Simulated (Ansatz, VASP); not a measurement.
## Two plane-wave programs on Mg

Contents of INCAR:

```
PREC     = Accurate       # precision mode
ENCUT    = 520            # plane-wave cutoff, eV
EDIFF    = 1E-7           # SCF threshold, eV
ISMEAR   = -1             # smearing method
SIGMA    = 0.01           # smearing width, eV
LREAL    = False          # projectors in reciprocal space
LASPH    = True           # aspherical terms in the spheres
NELM     = 150            # most SCF steps
ALGO     = Normal         # electronic algorithm
ISIF     = 2              # what is computed and relaxed
LWAVE    = False          # write WAVECAR
LCHARG   = False          # write CHGCAR
ISPIN    = 2              # spin polarisation
MAGMOM   = 0.01           # initial moments
LORBIT   = 11             # projections on sites
GGA      = CA             # functional
ISYM     = 0            
NBANDS   = 11             # bands
```

Contents of KPOINTS:

```
regular mesh
0
Gamma
  1 1 1
```

File POSCAR:

```
Mg
1.0
   14.0000000000      0.0000000000      0.0000000000
    0.0000000000     14.4000000000      0.0000000000
    0.0000000000      0.0000000000     14.8000000000
Mg
1
Direct
    0.5000000000      0.5000000000      0.5000000000
```

Input for Ansatz:

```yaml
crystal:
  lattice:
    - [14.0, 0.0, 0.0]
    - [0.0, 14.4, 0.0]
    - [0.0, 0.0, 14.8]
  atoms:
    - { symbol: Mg, position: [0.5, 0.5, 0.5], spin: 0.01 }
  symmetry: { detect: false, time_reversal: true }
hamiltonian:
  xc: lda
  pseudopotentials:
    kind: paw
    azcp:
      Mg: "pseudopotentials/Mg.paw.azcp"
basis:
  ecutwfc: 420
  fft_grid_basis: typed
kpoints:
  mp_grid: { grid: [1, 1, 1], shift: [0, 0, 0] }
magnetization:
  spin_polarized: true
scf:
  occupations: { method: fermi_dirac, width: 0.01 }
```

The cell was built by a generator and needn't be a form met in nature.

Alike in both runs: task single point; functional LDA; k mesh 1 × 1 × 1; occupations fermi-dirac, width 0.01 eV; collinear spin.

```csv
,VASP,Ansatz
version,VASP 6.6.1,Ansatz 0.2.0
potentials or method,"VASP PAW LDA potentials, release 64 (Mg)","plane waves (420 eV) with PAW, scalar-relativistic"
plane-wave cutoff (eV),520,420
valence electrons in the cell,2,10
```

```tsv
	VASP	Ansatz	Ansatz less VASP
gap on the k mesh at the Fermi level (eV)	3.41	3.41	-0.001
net moment per atom (μB)	0.00	0.00	0.000
```

The two sets of potentials don't hold the same shells in valence. Ansatz warned: «pseudo_functional_mismatch».
